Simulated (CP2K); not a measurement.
PbS in CP2K: the effect of pseudo set

PbS:

```xyz
2
Lattice="4.2269 0.0000 0.0000 2.1151 3.6597 0.0000 2.1151 1.2205 3.4502" Properties=species:S:1:pos:R:3 pbc="T T T"
Pb    8.2927    4.7854    3.3831
S     4.0174    2.3183    1.6390
```

The cell is a database's computed one.

Alike in all runs:

| Property | Result |
| --- | --- |
| Program | CP2K 2026.2 |
| Task | single point |
| Functional | PBE |
| Density cutoff | 6123 eV |
| k mesh | 8 × 8 × 8 |
| Occupations | fermi-dirac, width 0.05 eV |
| Spin | no spin polarisation |

```csv
pseudo set,gap on the mesh (eV),pressure (GPa)
PBE,0.45,0.9
PADE,0.41,-3.0
BLYP,?,?
SCAN,0.34,-1.2
PBE0,0.32,1.1
```

Question: What does the run with pseudo set BLYP give?

Answer: gap on the mesh 0.37 eV; pressure -0.4 GPa.

Caveats: spin-orbit coupling is left out, which as a rule narrows the gap of such compounds by several tenths of an eV; the basis of atomic orbitals isn't converged, which shifts pressures, moduli and gaps; the potentials were made for another functional, which shifts forces and pressure (some runs).

A k mesh can miss the band edges.
